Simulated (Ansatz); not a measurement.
# Bi (P-1) in Ansatz: notebook

The runs below take Bi through relaxation of cell and atoms, single point, with RPBE, BLYP.

All numbers are computed with Ansatz 0.2.0; they aren't measurements. Logs are shortened: lines on timing, memory, paths and dates and some standing lists are left out, and cuts for length are marked.

## Step 1: The cell of the first run

The typed cell holds 2 atoms: a = 4.756 Å, b = 4.672 Å, c = 4.755 Å, α = 57.45°, β = 56.16°, γ = 58.51°.

## Step 2: Relaxation of cell and atoms, RPBE (cell strained at random at fixed volume)

Input file input.yaml:

```yaml
crystal:
  lattice:
    - [2.34685, 1.229679, 3.949691]
    - [-2.260689, 1.26039, 3.88987]
    - [0.069677, -2.625104, 3.964671]
  atoms:
    - { symbol: Bi, position: [0.766, 0.766, 0.766] }
    - { symbol: Bi, position: [0.234, 0.234, 0.234] }
kpoints:
  mp_grid: { grid: [7, 7, 7] }
scf:
  occupations: { method: methfessel_paxton, width: 0.2 }
hamiltonian:
  xc: rpbe
  pseudopotentials: { kind: all_electron, lapw: { basis_error: 0.001 } }
output:
  forces: true
  stress: true
relax:
  f_tol: 0.02
  max_steps: 60
  cell: {}
```

Potentials or basis: all-electron LAPW, scalar-relativistic.

The run is started by

```
$ ansatz run input.yaml --threads 1 --pin off --max-ram 3072MiB --backend cpu --events-out ev --progress --plain --runs-dir out
```

Output:

```text
Warning: RAYON_NUM_THREADS=1 ignored (pool sized by the plan → 1); use --threads N
The last accepted step is kept in <dir> (removed where the run ends without a failure and the disk answers)
LAPW: plane waves up to 7.996 Å⁻¹, error target 1.0e-3 eV per atom; small_component_spin mean_spin; Bi in spheres of 1.455 Å, 37 of its electrons in bands, Dirac shells [] (how accurate: hamiltonian.pseudopotentials.lapw.basis_error, Limitations)
Engine: ansatz 0.2.0, aarch64-unknown-linux-gnu
Pseudopotentials: kind: all_electron
Pseudopotential: Bi, LAPW, valence charge 37, lapw/all_electron/scalar/gaussian/Bi, Koelling and Harmon's equation, gaussian nucleus
Functional definition: RPBE
  parameter kappa = 0.804
  parameter beta = 0.06672455060314922
  exchange = rpbe_x(kappa = kappa, mu = beta*pi^2/3)
  correlation = pbe_c(beta = beta)
Crystal: 2 atoms, lattice volume = 70.139 Å³
Basis set: ecut = 243.60484423896952 eV, 593 PW (Γ), FFT grids on a1−a3, a2−a3, a2, exchange–correlation at level 2
Bands: 45, of which v1, the nominal top of the filled ones, is band 37 counted from 1 (36 counted from 0)
Symmetry: 2 space group operations
Space group: P-1 (ITA 2), of the structure as read, at distance tolerance 4.1e-5 Å
k-points: 172 of 343
Non-local potential: Bi, projectors of the file, none
Initial density: superposition of atomic densities (chi_scale 0.1, normalization cell)
Initial wavefunctions: plane waves of lowest kinetic energy (no species holds an atomic orbital)
Functional: x = rpbe, c = pbe(β = 0.06672455060314922)
iter 1 solved again at ethr=7.69e-5 eV; its pass at ethr=1.00e-1 eV (dr2=5.69e-2 eV) is discarded
SCF iter   1: F=—  HF=-1171443.027519 eV  |F-HF|=—  |Δ(HF+E_count)|=         —  Δρ=9.39e-3  dr2=5.74e-2  ethr=7.69e-5  ⟨swp⟩=3.0  Hψ=48388  notcnv=0
preconditioner: auto → Resta (q_TF=auto, 2.753 Å⁻¹)  ε∞=2.1  [insulator: Δε(μ)=0.155 eV  Ē_g=23.119 eV  σ=0.200 eV  W_gap=0.54  n_scr=22 (ndim 8)  ℏωp=24.3 eV  f_vac=0.162  D(μ)=0.26/eV (n_scr^D=0)  ε∞_Penn≈2.1]
SCF iter   2: F=—  HF=-1171443.030838 eV  |F-HF|=—  |Δ(HF+E_count)|=   3.32e-3  S|Δr|=    0.00e0  Δρ=5.70e-3  dr2=2.30e-2  ethr=7.69e-5  ⟨swp⟩=2.0  Hψ=22363  notcnv=0
iter 3 solved again at ethr=9.22e-7 eV; its pass at ethr=3.11e-5 eV (dr2=6.82e-4 eV) is discarded
SCF iter   3: F=—  HF=-1171443.036789 eV  |F-HF|=—  |Δ(HF+E_count)|=   5.95e-3  S|Δr|=    0.00e0  Δρ=1.02e-3  dr2=6.83e-4  ethr=9.22e-7  ⟨swp⟩=2.0  Hψ=38009  notcnv=0
SCF iter   4: F=—  HF=-1171443.035945 eV  |F-HF|=—  |Δ(HF+E_count)|=         —  Δρ=3.05e-4  dr2=1.06e-4  ethr=9.22e-7  ⟨swp⟩=3.0  Hψ=22844  notcnv=0
the basis was enlarged: its passes take 279.5 KiB over the memory plan, 1 of 1 planned eigensolver slots
SCF iter   5: F=—  HF=-1171443.036048 eV  |F-HF|=—  |Δ(HF+E_count)|=   1.03e-4  S|Δr|=    0.00e0  Δρ=1.18e-4  dr2=1.68e-5  ethr=1.43e-7  ⟨swp⟩=3.0  Hψ=23005  notcnv=0
SCF iter   6: F=—  HF=-1171443.036071 eV  |F-HF|=—  |Δ(HF+E_count)|=   2.31e-5  S|Δr|=    0.00e0  Δρ=3.33e-5  dr2=1.19e-6  ethr=2.27e-8  ⟨swp⟩=3.0  Hψ=23160  notcnv=0
SCF iter   7: F=—  HF=-1171443.036074 eV  |F-HF|=—  |Δ(HF+E_count)|=   3.19e-6  S|Δr|=    0.00e0  Δρ=1.02e-5  dr2=1.40e-7  ethr=1.61e-9  ⟨swp⟩=3.0  Hψ=23229  notcnv=0
SCF iter   8: F=-1171443.036074 eV  HF=-1171443.036074 eV  |F-HF|=2.79e-8  |Δ(HF+E_count)|=   3.14e-8  S|Δr|=    0.00e0  Δρ=4.33e-6  dr2=1.52e-8  ethr=1.89e-10  ⟨swp⟩=3.0  Hψ=23031  notcnv=0
SCF 1 converged in 8 iterations: F = -1171443.036074 eV  dr2 = 1.52e-8
relax step   1: F+E_penalty+E_count = -1171443.03607413 eV  Δ(F+E_penalty+E_count) = +0.000e0 eV  max|allowed force component| = 2.491e-1 eV/Å  Δτ_max = 0.0000 Å  P = +3.664 GPa  Ω = 70.139 Å³  (8 SCF iters, accepted)
Crystal: 2 atoms, lattice volume = 76.074 Å³
Basis set: ecut = 230.76540477068806 eV, 593 PW (Γ), FFT grids on a1−a3, a2−a3, a2, exchange–correlation at level 2
Initial density: handed on by an earlier stage of this run
Initial wavefunctions: those handed on with the density
iter 1 solved again at ethr=8.82e-6 eV; its pass at ethr=1.00e-1 eV (dr2=6.53e-3 eV) is discarded
SCF iter   1: F=—  HF=-1171443.114842 eV  |F-HF|=—  |Δ(HF+E_count)|=         —  Δρ=2.24e-3  dr2=6.37e-3  ethr=8.82e-6  ⟨swp⟩=4.1  Hψ=42225  notcnv=0
preconditioner: auto → Resta (q_TF=auto, 2.716 Å⁻¹)  ε∞=2.0  [insulator: Δε(μ)=0.164 eV  Ē_g=22.874 eV  σ=0.200 eV  W_gap=0.62  n_scr=26 (ndim 8)  ℏωp=23.3 eV  f_vac=0.210  D(μ)=0.23/eV (n_scr^D=0)  ε∞_Penn≈2.0]
SCF iter   2: F=—  HF=-1171443.113519 eV  |F-HF|=—  |Δ(HF+E_count)|=   1.32e-3  S|Δr|=    0.00e0  Δρ=1.21e-3  dr2=1.79e-3  ethr=8.61e-6  ⟨swp⟩=2.0  Hψ=22539  notcnv=0
iter 3 solved again at ethr=1.07e-7 eV; its pass at ethr=2.41e-6 eV (dr2=7.89e-5 eV) is discarded
SCF iter   3: F=—  HF=-1171443.113332 eV  |F-HF|=—  |Δ(HF+E_count)|=   1.87e-4  S|Δr|=    0.00e0  Δρ=2.20e-4  dr2=7.88e-5  ethr=1.07e-7  ⟨swp⟩=2.0  Hψ=38360  notcnv=0
SCF iter   4: F=—  HF=-1171443.113339 eV  |F-HF|=—  |Δ(HF+E_count)|=   7.55e-6  S|Δr|=    0.00e0  Δρ=8.19e-5  dr2=1.02e-5  ethr=1.07e-7  ⟨swp⟩=2.7  Hψ=22712  notcnv=0
SCF iter   5: F=—  HF=-1171443.113347 eV  |F-HF|=—  |Δ(HF+E_count)|=   7.15e-6  S|Δr|=    0.00e0  Δρ=2.29e-5  dr2=8.98e-7  ethr=1.38e-8  ⟨swp⟩=3.0  Hψ=23147  notcnv=0
SCF iter   6: F=—  HF=-1171443.113348 eV  |F-HF|=—  |Δ(HF+E_count)|=   1.02e-6  S|Δr|=    0.00e0  Δρ=7.59e-6  dr2=7.07e-8  ethr=1.21e-9  ⟨swp⟩=3.0  Hψ=23332  notcnv=0
SCF iter   7: F=-1171443.113348 eV  HF=-1171443.113348 eV  |F-HF|=2.05e-8  |Δ(HF+E_count)|=   8.41e-8  S|Δr|=    0.00e0  Δρ=2.76e-6  dr2=8.06e-9  ethr=9.56e-11  ⟨swp⟩=3.0  Hψ=23388  notcnv=0
SCF 2 converged in 7 iterations: F = -1171443.113348 eV  dr2 = 8.06e-9
relax step   2: F+E_penalty+E_count = -1171443.11334768 eV  Δ(F+E_penalty+E_count) = -7.727e-2 eV  max|allowed force component| = 2.453e-1 eV/Å  Δτ_max = 0.0346 Å  P = -0.566 GPa  Ω = 76.074 Å³  (7 SCF iters, accepted)
Crystal: 2 atoms, lattice volume = 75.530 Å³
Basis set: ecut = 231.87220092346305 eV, 593 PW (Γ), FFT grids on a1−a3, a2−a3, a2, exchange–correlation at level 2
iter 1 solved again at ethr=4.38e-7 eV; its pass at ethr=1.00e-1 eV (dr2=3.24e-4 eV) is discarded
SCF iter   1: F=—  HF=-1171443.122556 eV  |F-HF|=—  |Δ(HF+E_count)|=         —  Δρ=5.60e-4  dr2=3.28e-4  ethr=4.38e-7  ⟨swp⟩=4.3  Hψ=42674  notcnv=0
preconditioner: auto → Resta (q_TF=auto, 2.719 Å⁻¹)  ε∞=2.0  [insulator: Δε(μ)=0.191 eV  Ē_g=22.926 eV  σ=0.200 eV  W_gap=0.69  n_scr=26 (ndim 8)  ℏωp=23.4 eV  f_vac=0.206  D(μ)=0.21/eV (n_scr^D=0)  ε∞_Penn≈2.0]
SCF iter   2: F=—  HF=-1171443.122549 eV  |F-HF|=—  |Δ(HF+E_count)|=   6.46e-6  S|Δr|=    0.00e0  Δρ=3.27e-4  dr2=1.13e-4  ethr=4.38e-7  ⟨swp⟩=2.0  Hψ=22535  notcnv=0
iter 3 solved again at ethr=4.07e-9 eV; its pass at ethr=1.53e-7 eV (dr2=3.01e-6 eV) is discarded
SCF iter   3: F=—  HF=-1171443.122563 eV  |F-HF|=—  |Δ(HF+E_count)|=   1.33e-5  S|Δr|=    0.00e0  Δρ=4.64e-5  dr2=3.01e-6  ethr=4.07e-9  ⟨swp⟩=2.0  Hψ=38312  notcnv=0
SCF iter   4: F=—  HF=-1171443.122564 eV  |F-HF|=—  |Δ(HF+E_count)|=   1.31e-6  S|Δr|=    0.00e0  Δρ=1.49e-5  dr2=3.07e-7  ethr=4.07e-9  ⟨swp⟩=3.0  Hψ=23050  notcnv=0
SCF iter   5: F=-1171443.122564 eV  HF=-1171443.122564 eV  |F-HF|=2.61e-8  |Δ(HF+E_count)|=   6.50e-8  S|Δr|=    0.00e0  Δρ=4.47e-6  dr2=2.42e-8  ethr=4.14e-10  ⟨swp⟩=3.0  Hψ=23239  notcnv=0
[... 20 lines left out ...]
SCF iter   2: F=—  HF=-1171443.129455 eV  |F-HF|=—  |Δ(HF+E_count)|=   9.61e-6  S|Δr|=    0.00e0  Δρ=1.01e-4  dr2=7.84e-6  ethr=1.06e-8  ⟨swp⟩=2.0  Hψ=38196  notcnv=0
SCF iter   3: F=—  HF=-1171443.129459 eV  |F-HF|=—  |Δ(HF+E_count)|=   3.54e-6  S|Δr|=    0.00e0  Δρ=3.51e-5  dr2=2.08e-6  ethr=1.06e-8  ⟨swp⟩=3.0  Hψ=23057  notcnv=0
SCF iter   4: F=-1171443.129459 eV  HF=-1171443.129459 eV  |F-HF|=6.33e-8  |Δ(HF+E_count)|=   3.44e-7  S|Δr|=    0.00e0  Δρ=8.48e-6  dr2=4.61e-8  ethr=2.81e-9  ⟨swp⟩=3.0  Hψ=22975  notcnv=0
SCF 5 converged in 4 iterations: F = -1171443.129459 eV  dr2 = 4.61e-8
relax step   5: F+E_penalty+E_count = -1171443.12945937 eV  Δ(F+E_penalty+E_count) = -4.945e-4 eV  max|allowed force component| = 1.401e-2 eV/Å  Δτ_max = 0.0043 Å  P = +0.023 GPa  Ω = 77.016 Å³  (4 SCF iters, accepted)
Crystal: 2 atoms, lattice volume = 77.307 Å³
Basis set: ecut = 228.30409365236562 eV, 593 PW (Γ), FFT grids on a1−a3, a2−a3, a2, exchange–correlation at level 2
iter 1 solved again at ethr=4.73e-8 eV; its pass at ethr=1.00e-1 eV (dr2=3.50e-5 eV) is discarded
SCF iter   1: F=—  HF=-1171443.129552 eV  |F-HF|=—  |Δ(HF+E_count)|=         —  Δρ=1.65e-4  dr2=3.76e-5  ethr=4.73e-8  ⟨swp⟩=5.1  Hψ=43774  notcnv=0
preconditioner: auto → none  [metal: Δε(μ)=0.063 eV  Ē_g=22.858 eV  σ=0.200 eV  W_gap=0.26  n_scr=20 (ndim 8)  ℏωp=23.1 eV  f_vac=0.227  D(μ)=0.30/eV (n_scr^D=0)]
SCF iter   2: F=—  HF=-1171443.129550 eV  |F-HF|=—  |Δ(HF+E_count)|=   2.20e-6  S|Δr|=    0.00e0  Δρ=7.26e-5  dr2=4.59e-6  ethr=4.73e-8  ⟨swp⟩=2.0  Hψ=22541  notcnv=0
SCF iter   3: F=—  HF=-1171443.129551 eV  |F-HF|=—  |Δ(HF+E_count)|=   1.60e-6  S|Δr|=    0.00e0  Δρ=1.97e-5  dr2=7.63e-7  ethr=6.20e-9  ⟨swp⟩=3.0  Hψ=22906  notcnv=0
iter 4 solved again at ethr=2.05e-11 eV; its pass at ethr=1.03e-9 eV (dr2=1.52e-8 eV) is discarded
SCF iter   4: F=-1171443.129551 eV  HF=-1171443.129551 eV  |F-HF|=1.91e-8  |Δ(HF+E_count)|=   1.55e-7  S|Δr|=    0.00e0  Δρ=4.70e-6  dr2=1.52e-8  ethr=2.05e-11  ⟨swp⟩=2.0  Hψ=38219  notcnv=0
SCF 6 converged in 4 iterations: F = -1171443.129551 eV  dr2 = 1.52e-8
relax step   6: F+E_penalty+E_count = -1171443.12955132 eV  Δ(F+E_penalty+E_count) = -9.196e-5 eV  max|allowed force component| = 5.540e-3 eV/Å  Δτ_max = 0.0052 Å  P = +0.009 GPa  Ω = 77.307 Å³  (4 SCF iters, accepted)
Basis set: ecut = 228.30409365236562 eV, 605 PW (Γ), FFT grids on a1−a3, a2−a3, a2, exchange–correlation at level 2
iter 1 solved again at ethr=2.43e-11 eV; its pass at ethr=1.00e-1 eV (dr2=1.80e-8 eV) is discarded
SCF iter   1: F=—  HF=-1171443.129598 eV  |F-HF|=—  |Δ(HF+E_count)|=         —  Δρ=6.84e-6  dr2=1.59e-8  ethr=2.43e-11  ⟨swp⟩=6.5  Hψ=65339  notcnv=0  reapply=171
preconditioner: auto → none  [metal: Δε(μ)=0.063 eV  Ē_g=22.856 eV  σ=0.200 eV  W_gap=0.26  n_scr=20 (ndim 8)  ℏωp=23.1 eV  f_vac=0.227  D(μ)=0.30/eV (n_scr^D=0)]
SCF iter   2: F=-1171443.129599 eV  HF=-1171443.129599 eV  |F-HF|=1.80e-7  |Δ(HF+E_count)|=   5.28e-7  S|Δr|=    0.00e0  Δρ=3.50e-6  dr2=4.51e-9  ethr=2.15e-11  ⟨swp⟩=3.0  Hψ=23410  notcnv=0
SCF 7 converged in 2 iterations: F = -1171443.129599 eV  dr2 = 4.51e-9
relax step   7: F+E_penalty+E_count = -1171443.12959868 eV  Δ(F+E_penalty+E_count) = -4.736e-5 eV  max|allowed force component| = 5.505e-3 eV/Å  Δτ_max = 0.0000 Å  P = +0.009 GPa  Ω = 77.307 Å³  stress off target by 1.84e-2 GPa  SCF on the basis re-selected at this cell (its energy is not comparable with the rows above)  (2 SCF iters)
basis re-selected at this cell: Δ(F+E_penalty+E_count) = -4.736e-5 eV, ΔP = -0.000 GPa vs the last step (what re-selecting the basis moved, after the strain that the cell walked since its last selection, with what the two solves' SCF thresholds leave and, on support functions, any second-order correction that the steps lacked; it is no measure of the basis error at this ecutwfc). The dense FFT grid was sized anew with the basis: this SCF ran on 24×24×30 points, the steps before it on 24×24×24, so part of this shift can come from that change (see relax.cell in the input reference). This SCF's stress stands 1.84e-2 GPa from its target on what of the cell is left free (relax.cell.stress_tol is 5.00e-2 GPa) and its largest allowed force component is 5.51e-3 eV/Å (relax.f_tol is 2.00e-2 eV/Å): within both
SCF converged after 2 iterations
Stability not checked: this state was not tested for a lower state beside it, because cold or Methfessel-Paxton smearing, or corrected tetrahedra, fill the levels in a way that the test cannot read (fill_not_monotonic; see scf.lower_state_search)
Free energy (F): -1171443.129599 eV
Harris-Foulkes:  -1171443.129599 eV  (|F-HF|=1.80e-7)
Internal energy: -1171443.129899 eV  (E = F + TS)
E sigma→0 (E₀):  -1171443.129674 eV
Entropy (-TS):   0.000300 eV (0.150 meV/atom)
Fermi energy:    11.808540 eV
Step filling:    the computed levels leave a gap of 0.0630 eV = 0.3 smearing widths at the electron count; against every level under it full and every level over it empty, smearing changes F+E_penalty+E_count by -0.244 meV and its σ→0 estimate by -0.319 meV
--- Per-component energies (eV) ---
  E_band       = -5486.467474
  E_kinetic    = 1356131.348095
  E_xc         = -21641.959539
  E_electrostatic = -2505932.518455  (all electrons and nuclei)
  E_smearing   = 0.000300  (= −TS)
  E_closure    = 0.000000  (closes the sum)
  E_atoms      = -1171436.095332  (free atoms, spherical and without spin; not in F)
  Σ components = -1171443.129599   (vs F -1171443.129599, Δ=0.00e0)
  Basis errors (estimates in eV, not in F): energy 3.9e-4 per atom: plane waves 3.6e-4 (2.0e-4 summed), levels above the bands 0.0e0, relativity 1.3e-7, radial functions 3.6e-5, core shells 6.9e-8; eigenvalues (radial functions only) 3.6e-7; not estimated: angular momenta, meshes, grids; target (lapw.basis_error) 1.0e-3; muffin-tin radii Bi 1.503 Å
--- Forces (eV/Å), atoms counted from 1 ---
  atom   1  Bi    -0.00127821     0.00113045    -0.00550542
  atom   2  Bi     0.00127821    -0.00113045     0.00550542
  max |Σ_I F_I| component: 0.00e0 eV/Å
--- Stress (GPa, compression-positive) ---
        0.005709      -0.004184      -0.001493
       -0.004184       0.002418      -0.002170
       -0.001493      -0.002170       0.018075
  P = ⅓ Tr σ = 0.0087 GPa (0.087 kbar)
--- Relaxed structure (6 steps of the walk, 6 accepted, 1 SCFs on fresh bases) ---
  F+E_penalty+E_count = -1171443.12959868 eV   max|allowed force component| = 5.505e-3 eV/Å   (the final SCF, on the basis selected at the relaxed cell)
  cell:  # Å, volume = 77.3071 Å³
    - [2.3107024155039126, 1.3328779628394964, 4.191061695804143]
    - [-2.3052808598114902, 1.3317381159715092, 4.185489364200053]
    - [0.0017736669662000923, -2.6656339245708613, 4.190695381846707]
  atoms:
    - { symbol: Bi, position: [0.7692219824466268, 0.7683196092915553, 0.769138436153642] }
    - { symbol: Bi, position: [0.23077801755337324, 0.23168039070844465, 0.23086156384635814] }
```

Wall time 4.7 min (1 thread of Arm Neoverse V2, shared host); peak memory 0.82 GiB.

What came out:

```yaml
Free_energy: -1171443.1296 eV
Relaxed_volume: 38.65 Å³/atom
Relaxed_cell: a = 4.968 Å, b = 4.960 Å, c = 4.967 Å, α = 55.41°, β = 55.39°, γ = 55.41°
Space_group_after_relaxing_to_0.05_Å: R-3m (No. 166)
Energy_gained_by_relaxing: 46.8 meV/atom
Ionic_steps: 7
Pressure_after_relaxing: 0.0 GPa
Largest_force_after_relaxing: 0.006 eV/Å
```

Forces in eV/Å, atoms in the order of the input:
```
Bi  -0.001  0.001 -0.006
Bi   0.001 -0.001  0.006
```

Step by step:
| step | energy change (eV) | largest force (eV/Å) | volume (Å³) |
| --- | --- | --- | --- |
| 1 | 0.0000 | 0.3930 | 70.14 |
| 2 | -0.0773 | 0.2525 | 76.07 |
| 3 | -0.0865 | 0.1019 | 75.53 |
| 4 | -0.0929 | 0.0046 | 76.68 |
| 5 | -0.0934 | 0.0140 | 77.02 |
| 6 | -0.0935 | 0.0058 | 77.31 |
| 7 | -0.0935 | 0.0058 | 77.31 |

Final structure:
```cif
data_structure
_symmetry_space_group_name_H-M 'P 1'
_symmetry_Int_Tables_number 1
_cell_length_a 4.9680
_cell_length_b 4.9605
_cell_length_c 4.9666
_cell_angle_alpha 55.411
_cell_angle_beta 55.390
_cell_angle_gamma 55.411
_cell_volume 77.31
loop_
_atom_site_label
_atom_site_type_symbol
_atom_site_fract_x
_atom_site_fract_y
_atom_site_fract_z
_atom_site_occupancy
Bi1 Bi 0.76922 0.76832 0.76914 1
Bi2 Bi 0.23078 0.23168 0.23086 1
```

Caveat: spin-orbit coupling is left out, which moves the levels of the heavy elements. Zero-point motion and thermal expansion aren't in these numbers.

(Part 1 of 2 ends here.)
